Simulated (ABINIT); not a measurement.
# GaS (P6_3/mmc) in ABINIT: notebook

One crystal, GaS, is run at these levels: PBE, LDA; tasks: band structure.

Program: ABINIT 10.8.3 (patched build). These are calculated values, not measurements. Logs are shortened: lines on timing, memory, paths and dates and some standing lists are left out, and cuts for length are marked. The log counts tension as positive stress, the text compression.

**What was measured.**

“Vapor-liquid-solid growth of highly-mismatched semiconductor nanowires with high-fidelity van der Waals layer stacking”, 2022, arxiv:2211.03366 quotes, for a bulk crystal of GaS at 300 K: band gap 2.53 eV (indirect).

How close the calculation comes is told below.

**1. Starting point**

The structure is hexagonal, space group P6_3/mmc (No. 194). Conventional cell: a = 3.585 Å, b = 3.585 Å, c = 15.500 Å, α = 90.00°, β = 90.00°, γ = 120.00°. Around Ga (site symmetry 3m) lie 3 S at 2.34 Å and 1 Ga at 2.48 Å. S (site symmetry 3m) has 3 Ga at 2.34 Å as nearest neighbours.

**2. Band structure, PBE**

The input, run.abi:

```
# Datasets: ground state, then fixed potential
ndtset 2

# Pseudopotentials
pp_dirpath "./"
pseudos "Ga.GGA_PBE-JTH.xml, S.GGA_PBE-JTH.xml"

# Structure
acell 3.585 3.585 15.5 Angstrom
rprim
     1.0000000000     0.0000000000     0.0000000000
    -0.5000000000     0.8660254038     0.0000000000
     0.0000000000     0.0000000000     1.0000000000
ntypat 2
znucl 31 16
natom 8
typat 1 1 1 1 2 2 2 2
xred
     0.6666666667     0.3333333333     0.8300000000
     0.3333333333     0.6666666667     0.3300000000
     0.6666666667     0.3333333333     0.6700000000
     0.3333333333     0.6666666667     0.1700000000
     0.6666666667     0.3333333333     0.4000000000
     0.3333333333     0.6666666667     0.9000000000
     0.6666666667     0.3333333333     0.1000000000
     0.3333333333     0.6666666667     0.6000000000

# Plane-wave basis
ecut 20.0
pawecutdg 40.0
pawxcdev 0

# Exchange and correlation
ixc 11

# Bands and occupations
occopt 3
tsmear 0.05 eV

# SCF cycle
nstep 100

# Output
iomode 3
prtwf 0
prteig 0
prtebands 0
enunit 1
prtden1 1
prtvha1 1
prtvclmb1 1
prtpot1 1

# Dataset 1
kptopt1 1
ngkpt1 9 9 2
nshiftk1 1
shiftk1 0.0 0.0 0.0
nband1 46
tolvrs1 1.0e-9

# Dataset 2: bands along G-M-K-G-A-L-H-A
iscf2 -2
getden2 1
nband2 52
nbdbuf2 4
tolwfr2 1.0e-11
kptopt2 -7
ndivsm2 5
prteig2 1
prtvol2 -3
kptbounds2
     0.0000000000     0.0000000000     0.0000000000
     0.5000000000     0.0000000000     0.0000000000
     0.3333333333     0.3333333333     0.0000000000
     0.0000000000     0.0000000000     0.0000000000
     0.0000000000     0.0000000000     0.5000000000
     0.5000000000     0.0000000000     0.5000000000
     0.3333333333     0.3333333333     0.5000000000
     0.0000000000     0.0000000000     0.5000000000
```

Potentials or basis: JTH PAW PBE v2.0.

Launch:

```bash
$ abinit run.abi > log 2>&1
```

run.abo:

```text
.Version 10.8.3 of ABINIT
 DATASET    1 : space group P6_3/m m c (#194); Bravais hP (primitive hexag.)
================================================================================
 Values of the parameters that define the memory need for DATASET  1.
     intxc =       0    ionmov =       0      iscf =      17    lmnmax =      18
     lnmax =       6     mgfft =     120  mpssoang =       3    mqgrid =    8340
     natom =       8  nloc_mem =       2    nspden =       1   nspinor =       1
    nsppol =       1      nsym =      24    n1xccc =       1    ntypat =       2
    occopt =       3   xclevel =       2
       mpw =        5004          nfft =      108000          nkpt =          24
 PAW method is used; the additional fine FFT grid is defined by:
   mgfftf=       180    nfftf =    288000
================================================================================
================================================================================

 DATASET    2 : space group P6_3/m m c (#194); Bravais hP (primitive hexag.)
================================================================================
 Values of the parameters that define the memory need for DATASET  2.
     intxc =       0    ionmov =       0      iscf =      -2    lmnmax =      18
     lnmax =       6     mgfft =     120  mpssoang =       3    mqgrid =    8340
     natom =       8  nloc_mem =       2    nspden =       1   nspinor =       1
    nsppol =       1      nsym =      24    n1xccc =       1    ntypat =       2
    occopt =       3   xclevel =       2
       mpw =        5010          nfft =      108000          nkpt =         142
 PAW method is used; the additional fine FFT grid is defined by:
   mgfftf=       180    nfftf =    288000
================================================================================
================================================================================

--------------------------------------------------------------------------------
------------- Echo of variables that govern the present computation ------------
--------------------------------------------------------------------------------
 -outvars: echo values of preprocessed input variables --------
            acell      6.7746681614E+00  6.7746681614E+00  2.9290754952E+01 Bohr
              amu      6.97230000E+01  3.20660000E+01
             ecut      2.00000000E+01 Hartree
           enunit           1
           getden1          0
           getden2          1
             iscf1         17
             iscf2         -2
[... 2854 lines left out ...]
 -10.46418  -10.46418  -10.42730  -10.42730  -10.42730  -10.42730  -10.40299  -10.37998
 -10.28617  -10.28617  -10.28607  -10.28607   -9.90139   -9.70525   -9.60072   -9.39600
  -2.62061   -2.16101   -0.33344    0.83206    2.69010    2.69010    2.77923    2.77923
   2.79892    2.79892    2.86821    2.89153    2.89153    4.31717    5.95446    6.65863
   7.14937    7.35556    8.95697    8.95697    9.07314    9.07314   10.06651   10.06651
  10.26239   10.26239   10.62935   10.77154
 kpt#   2, nband= 52, wtk=  1.00000, kpt=  0.0200  0.0000  0.0000 (reduced coord)
 -10.63612  -10.63147  -10.51337  -10.51327  -10.51198  -10.51181  -10.47010  -10.46814
 -10.46400  -10.46392  -10.42749  -10.42747  -10.42723  -10.42722  -10.39816  -10.37727
 -10.28620  -10.28610  -10.28567  -10.28558   -9.89516   -9.69952   -9.59596   -9.39130
  -2.61679   -2.15854   -0.33034    0.82806    2.66056    2.68293    2.71094    2.75513
   2.77277    2.79246    2.85378    2.88586    2.92972    4.31486    5.98669    6.68118
   7.17698    7.38260    8.93253    8.96587    9.05306    9.08149   10.04756   10.07953
  10.24909   10.27529   10.62678   10.78167
 kpt#   3, nband= 52, wtk=  1.00000, kpt=  0.0400  0.0000  0.0000 (reduced coord)
[... 1105 lines left out ...]
 -10.46397  -10.46397  -10.42748  -10.42748  -10.42723  -10.42723  -10.38835  -10.38835
 -10.28615  -10.28615  -10.28563  -10.28563   -9.82565   -9.82565   -9.46495   -9.46495
  -2.41973   -2.41973    0.20994    0.20994    2.69047    2.69047    2.71140    2.71140
   2.81837    2.81837    2.85559    2.85559    3.60391    3.60391    6.42193    6.42193
   7.26162    7.26162    8.98804    8.98804    9.01915    9.01915   10.15262   10.15262
  10.18096   10.18096   10.68830   10.68830
 kpt# 142, nband= 52, wtk=  1.00000, kpt=  0.0000  0.0000  0.5000 (reduced coord)
 -10.63334  -10.63334  -10.51207  -10.51207  -10.51207  -10.51207  -10.46423  -10.46423
 -10.46423  -10.46423  -10.42730  -10.42730  -10.42730  -10.42730  -10.39203  -10.39203
 -10.28612  -10.28612  -10.28612  -10.28612   -9.83149   -9.83149   -9.46969   -9.46969
  -2.42304   -2.42304    0.20946    0.20946    2.71838    2.71838    2.71838    2.71838
   2.86149    2.86149    2.86149    2.86149    3.59048    3.59048    6.39807    6.39807
   7.23436    7.23436    9.01053    9.01053    9.01053    9.01053   10.16827   10.16827
  10.16827   10.16827   10.68412   10.68412

== END DATASET(S) ==============================================================
================================================================================

 -outvars: echo values of variables after computation  --------
            acell      6.7746681614E+00  6.7746681614E+00  2.9290754952E+01 Bohr
           etotal1    -3.5779235560E+02
            fcart1    -9.9364469189E-30  1.7784111940E-28 -4.7524582091E-03
                       1.4904670378E-28 -9.7525775157E-29 -4.7524582091E-03
                      -9.9364469189E-30  1.7784111940E-28  4.7524582091E-03
                       1.4904670378E-28 -9.7525775157E-29  4.7524582091E-03
                      -2.4841117297E-28 -1.4342025758E-28  7.6791200566E-04
                       6.9555128432E-29  1.3194663698E-28  7.6791200566E-04
                      -9.9364469189E-30 -9.7525775157E-29 -7.6791200566E-04
                      -8.9428022270E-29 -5.1631292730E-29 -7.6791200566E-04
            rprim      1.0000000000E+00  0.0000000000E+00  0.0000000000E+00
                      -5.0000000000E-01  8.6602540380E-01  0.0000000000E+00
                       0.0000000000E+00  0.0000000000E+00  1.0000000000E+00
           strten1    -8.5063615988E-05 -8.5063616202E-05 -5.1013513164E-05
                       0.0000000000E+00  0.0000000000E+00  0.0000000000E+00
           xangst      1.7925000000E+00  1.0349003575E+00  1.2865000000E+01
                      -4.7069591888E-16  2.0698007151E+00  5.1150000000E+00
                       1.7925000000E+00  1.0349003575E+00  1.0385000000E+01
                      -4.7069591888E-16  2.0698007151E+00  2.6350000000E+00
                       1.7925000000E+00  1.0349003575E+00  6.2000000000E+00
                      -4.7069591888E-16  2.0698007151E+00  1.3950000000E+01
                       1.7925000000E+00  1.0349003575E+00  1.5500000000E+00
                      -4.7069591888E-16  2.0698007151E+00  9.3000000000E+00
             xred      6.6666666667E-01  3.3333333333E-01  8.3000000000E-01
                       3.3333333333E-01  6.6666666667E-01  3.3000000000E-01
                       6.6666666667E-01  3.3333333333E-01  6.7000000000E-01
                       3.3333333333E-01  6.6666666667E-01  1.7000000000E-01
                       6.6666666667E-01  3.3333333333E-01  4.0000000000E-01
                       3.3333333333E-01  6.6666666667E-01  9.0000000000E-01
                       6.6666666667E-01  3.3333333333E-01  1.0000000000E-01
                       3.3333333333E-01  6.6666666667E-01  6.0000000000E-01
 Calculation completed.
```

It took 19 min on 1 thread of Arm Neoverse V2, shared host; peak memory 0.75 GiB.

Results:

* Free energy: -9736.0260 eV
* Pressure: 2.2 GPa
* Largest force: 0.244 eV/Å
* Band gap on the k mesh: 1.59 eV, indirect (least direct gap 1.64 eV)
* Band gap along the path: 1.58 eV, indirect (least direct gap 1.64 eV)
* Valence electrons inside the program's atomic spheres: Ga 11.04; S 3.59

Forces in eV/Å, atoms in the order of the input:
```
Ga   0.000  0.000 -0.244
Ga   0.000  0.000 -0.244
Ga   0.000  0.000  0.244
Ga   0.000  0.000  0.244
S    0.000  0.000  0.039
S    0.000  0.000  0.039
S    0.000  0.000 -0.039
S    0.000  0.000 -0.039
```

Levels at the corners of the path, in eV from the valence-band top:
```tsv
point	band 36	band 37	band 38	band 39	band 40	band 41
Γ	-1.43	-1.43	0.00	1.64	2.34	2.83
M	-2.37	-2.19	-1.63	1.58	1.68	2.07
K	-2.37	-1.95	-1.95	1.77	2.30	3.16
Γ	-1.43	-1.43	0.00	1.64	2.34	2.83
A	-1.46	-0.73	-0.73	2.08	2.08	2.92
L	-2.58	-1.91	-1.91	1.78	1.78	2.04
H	-2.55	-1.83	-1.83	2.00	2.00	3.06
A	-1.46	-0.73	-0.73	2.08	2.08	2.92
```

Caveat: this functional lacks dispersion, which binds the layers, so the pressure and a relaxed spacing across them are unreliable.

**3. Band structure, LDA**

run.abi: that of step 2 with these lines changed.

```diff
@@ -5,3 +5,3 @@
 pp_dirpath "./"
-pseudos "Ga.GGA_PBE-JTH.xml, S.GGA_PBE-JTH.xml"
+pseudos "Ga.LDA_PW-JTH.xml, S.LDA_PW-JTH.xml"
 
@@ -30,6 +30,5 @@
 pawecutdg 40.0
-pawxcdev 0
 
 # Exchange and correlation
-ixc 11
+ixc 7
```

Potentials or basis: JTH PAW LDA v2.0.

Launch:

```bash
$ abinit run.abi > log 2>&1
```

run.abo:

```text
.Version 10.8.3 of ABINIT
 DATASET    1 : space group P6_3/m m c (#194); Bravais hP (primitive hexag.)
================================================================================
 Values of the parameters that define the memory need for DATASET  1.
     intxc =       0    ionmov =       0      iscf =      17    lmnmax =      18
     lnmax =       6     mgfft =     120  mpssoang =       3    mqgrid =    8340
     natom =       8  nloc_mem =       2    nspden =       1   nspinor =       1
    nsppol =       1      nsym =      24    n1xccc =       1    ntypat =       2
    occopt =       3   xclevel =       1
       mpw =        5004          nfft =      108000          nkpt =          24
 PAW method is used; the additional fine FFT grid is defined by:
   mgfftf=       180    nfftf =    288000
================================================================================
================================================================================

 DATASET    2 : space group P6_3/m m c (#194); Bravais hP (primitive hexag.)
================================================================================
 Values of the parameters that define the memory need for DATASET  2.
     intxc =       0    ionmov =       0      iscf =      -2    lmnmax =      18
     lnmax =       6     mgfft =     120  mpssoang =       3    mqgrid =    8340
     natom =       8  nloc_mem =       2    nspden =       1   nspinor =       1
    nsppol =       1      nsym =      24    n1xccc =       1    ntypat =       2
    occopt =       3   xclevel =       1
       mpw =        5010          nfft =      108000          nkpt =         142
 PAW method is used; the additional fine FFT grid is defined by:
   mgfftf=       180    nfftf =    288000
================================================================================
================================================================================

--------------------------------------------------------------------------------
------------- Echo of variables that govern the present computation ------------
--------------------------------------------------------------------------------
 -outvars: echo values of preprocessed input variables --------
            acell      6.7746681614E+00  6.7746681614E+00  2.9290754952E+01 Bohr
              amu      6.97230000E+01  3.20660000E+01
[... 3981 lines left out ...]
  -2.57358   -2.57358    0.05858    0.05858    2.60617    2.60617    2.62813    2.62813
   2.73443    2.73443    2.77592    2.77592    3.47141    3.47141    6.14164    6.14164
   6.97154    6.97154    8.78225    8.78225    8.81455    8.81455    9.93381    9.93381
   9.96326    9.96326   10.46530   10.46530
 kpt# 142, nband= 52, wtk=  1.00000, kpt=  0.0000  0.0000  0.5000 (reduced coord)
 -10.83882  -10.83882  -10.72377  -10.72377  -10.72377  -10.72377  -10.67535  -10.67535
 -10.67535  -10.67535  -10.63877  -10.63877  -10.63877  -10.63877  -10.58021  -10.58021
 -10.49889  -10.49889  -10.49889  -10.49889   -9.92320   -9.92320   -9.56361   -9.56361
  -2.57690   -2.57690    0.05808    0.05808    2.63528    2.63528    2.63528    2.63528
   2.78194    2.78194    2.78194    2.78194    3.45436    3.45436    6.11683    6.11683
   6.94320    6.94320    8.80575    8.80575    8.80575    8.80575    9.95052    9.95052
   9.95052    9.95052   10.46109   10.46109

== END DATASET(S) ==============================================================
================================================================================

 -outvars: echo values of variables after computation  --------
            acell      6.7746681614E+00  6.7746681614E+00  2.9290754952E+01 Bohr
           etotal1    -3.5886138261E+02
            fcart1    -0.0000000000E+00  1.8357792971E-28 -3.3118857399E-03
                       1.5898315070E-28  9.1788964853E-29 -3.3118857399E-03
                      -1.5898315070E-28 -9.1788964853E-29  3.3118857399E-03
                      -0.0000000000E+00 -1.8357792971E-28  3.3118857399E-03
                      -0.0000000000E+00 -0.0000000000E+00 -5.0056701576E-03
                      -1.5898315070E-28 -9.1788964853E-29 -5.0056701576E-03
                       1.5898315070E-28  9.1788964853E-29  5.0056701576E-03
                      -0.0000000000E+00 -0.0000000000E+00  5.0056701576E-03
            rprim      1.0000000000E+00  0.0000000000E+00  0.0000000000E+00
                      -5.0000000000E-01  8.6602540380E-01  0.0000000000E+00
                       0.0000000000E+00  0.0000000000E+00  1.0000000000E+00
           strten1     9.3823233243E-05  9.3823233038E-05  1.1643930786E-04
                       0.0000000000E+00  0.0000000000E+00  0.0000000000E+00
           xangst      1.7925000000E+00  1.0349003575E+00  1.2865000000E+01
                      -4.7069591888E-16  2.0698007151E+00  5.1150000000E+00
                       1.7925000000E+00  1.0349003575E+00  1.0385000000E+01
                      -4.7069591888E-16  2.0698007151E+00  2.6350000000E+00
                       1.7925000000E+00  1.0349003575E+00  6.2000000000E+00
                      -4.7069591888E-16  2.0698007151E+00  1.3950000000E+01
                       1.7925000000E+00  1.0349003575E+00  1.5500000000E+00
                      -4.7069591888E-16  2.0698007151E+00  9.3000000000E+00
             xred      6.6666666667E-01  3.3333333333E-01  8.3000000000E-01
                       3.3333333333E-01  6.6666666667E-01  3.3000000000E-01
                       6.6666666667E-01  3.3333333333E-01  6.7000000000E-01
                       3.3333333333E-01  6.6666666667E-01  1.7000000000E-01
                       6.6666666667E-01  3.3333333333E-01  4.0000000000E-01
                       3.3333333333E-01  6.6666666667E-01  9.0000000000E-01
                       6.6666666667E-01  3.3333333333E-01  1.0000000000E-01
                       3.3333333333E-01  6.6666666667E-01  6.0000000000E-01
 Calculation completed.
```

Wall time 20 min (1 thread of Arm Neoverse V2, shared host); peak memory 0.72 GiB.

Results:

| Quantity | Value |
| --- | --- |
| Free energy | -9765.1157 eV |
| Pressure | -3.0 GPa |
| Largest force | 0.257 eV/Å |
| Band gap on the k mesh | 1.39 eV, direct |
| Band gap along the path | 1.39 eV, direct |
| Valence electrons inside the program's atomic spheres | Ga 11.07; S 3.57 |

Forces on the atoms (eV/Å):
```
Ga   0.000  0.000 -0.170
Ga   0.000  0.000 -0.170
Ga   0.000  0.000  0.170
Ga   0.000  0.000  0.170
S    0.000  0.000 -0.257
S    0.000  0.000 -0.257
S    0.000  0.000  0.257
S    0.000  0.000  0.257
```

Stress tensor (GPa, compression positive):
```
-2.76  0.00  0.00
 0.00 -2.76  0.00
 0.00  0.00 -3.43
```

Levels at the corners of the path, in eV from the valence-band top:
| point | band 35 | band 36 | band 37 | band 38 | band 39 | band 40 | band 41 | band 42 |
| --- | --- | --- | --- | --- | --- | --- | --- | --- |
| Γ | -1.52 | -1.42 | -1.42 | 0.00 | 1.39 | 2.15 | 2.62 | 2.83 |
| M | -2.60 | -2.38 | -2.26 | -1.67 | 1.43 | 1.45 | 1.93 | 2.18 |
| K | -2.38 | -2.38 | -1.99 | -1.99 | 1.64 | 2.20 | 3.00 | 3.00 |
| Γ | -1.52 | -1.42 | -1.42 | 0.00 | 1.39 | 2.15 | 2.62 | 2.83 |
| A | -1.46 | -1.46 | -0.78 | -0.78 | 1.88 | 1.88 | 2.71 | 2.71 |
| L | -2.60 | -2.60 | -1.96 | -1.96 | 1.63 | 1.63 | 1.85 | 1.85 |
| H | -2.59 | -2.59 | -1.86 | -1.86 | 1.88 | 1.88 | 2.88 | 2.88 |
| A | -1.46 | -1.46 | -0.78 | -0.78 | 1.88 | 1.88 | 2.71 | 2.71 |

**4. Comparison with measurements**

Step 2. Measured gap of GaS: 2.53 eV (indirect; 300 K; quoted in “Vapor-liquid-solid growth of highly-mismatched semiconductor nanowires with high-fidelity van der Waals layer stacking”, 2022, arxiv:2211.03366). This calculation gives 1.58 eV (-0.95 eV). 2 values of this kind are on record (2.53 to 2.59 eV); this one was drawn at random. Spin-orbit coupling on Ga is left out. The value is that of PBE, without temperature or zero-point motion. Semilocal functionals fall short of measured gaps as a rule.

Step 3. Measured gap of GaS: 2.53 eV (indirect; 300 K; quoted in “Vapor-liquid-solid growth of highly-mismatched semiconductor nanowires with high-fidelity van der Waals layer stacking”, 2022, arxiv:2211.03366). This calculation gives 1.39 eV (-1.14 eV). 3 values of this kind are on record (2.53 to 3.05 eV); this one was drawn at random among those near their median. Spin-orbit coupling on Ga is left out. The value is that of LDA, without temperature or zero-point motion. Semilocal functionals fall short of measured gaps as a rule.
